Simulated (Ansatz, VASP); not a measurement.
# Two plane-wave programs on Al

```
Al
1.0
     0.00000    2.02089    2.02089
     2.02089    0.00000    2.02089
     2.02089    2.02089    0.00000
Al
1
Direct
  0.00000 0.00000 0.00000
```

Alike in both runs: functional PBE; k mesh 18 × 18 × 18; occupations gaussian, width 0.1 eV; no spin polarisation.

Ansatz relaxed the structure, and its values are those at the end. VASP's run is a single point on that final structure, the one shown.

|  | VASP | Ansatz |
| --- | --- | --- |
| version | VASP 6.6.1 | Ansatz 0.2.0 |
| potentials or method | VASP PAW PBE potentials, release 64 (Al) | scalar-relativistic, plane waves, PAW |
| plane-wave cutoff (eV) | 520 | 420 |
| valence electrons in the cell | 3 | 3 |

VASP gave:

- gap on the k mesh at the Fermi level (eV): none
- pressure (GPa): -0.1

**Question.** What did Ansatz give for the same quantities?

**Answer.** gap on the k mesh at the Fermi level (eV): none; pressure (GPa): 0.0.

A gap of «none» marks a metal or a gap that the smearing closes.
